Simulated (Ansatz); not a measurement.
Runs of Ansatz 0.2.0 on Se. It takes space group Pm-3m (No. 221, cubic). Conventional cell: a = 2.811 Å, b = 2.811 Å, c = 2.811 Å, α = 90.00°, β = 90.00°, γ = 90.00°. Around Se (site symmetry m-3m) lie 6 Se at 2.81 Å. This isn't the form of Se at room conditions, which is trigonal, of chains.

| level | cutoff (eV) | gap on the mesh (eV) | pressure (GPa) | relaxed volume (Å³/atom) |
| --- | --- | --- | --- | --- |
| BLYP | 420 | none | 0.0 | 24.74 |
| LDA | 420 | none | 0.0 | 21.33 |
| PBEsol | 420 | none | 0.0 | (b) |
| revPBE | 420 | none | 0.0 | (a) |
| RPBE | 420 | none | 0.0 | 23.43 |
| r2SCAN | 500 | none | 0.0 | 22.44 |

Alike in all rows: task relaxation of cell and atoms; potentials or basis Ansatz PAW; no spin polarisation; cell relaxed; k mesh 9 × 9 × 9; smearing fermi-dirac 0.05 eV.

Problem. Fill in the values left out.

Solution. (a) 23.25; (b) 21.74.

Caveats: the plane-wave basis is chosen anew once the cell has moved, so the energies of steps on either side of that aren't comparable; the PAW data sets come from PBE, with cores solved anew for the run's functional, which leaves a small shift of forces and pressure.

A k mesh can miss the band edges, and the runs leave out spin-orbit coupling on Se.

A gap of «none» marks a metal or a gap under the smearing width.

Runs at the PBE level aren't shown here.
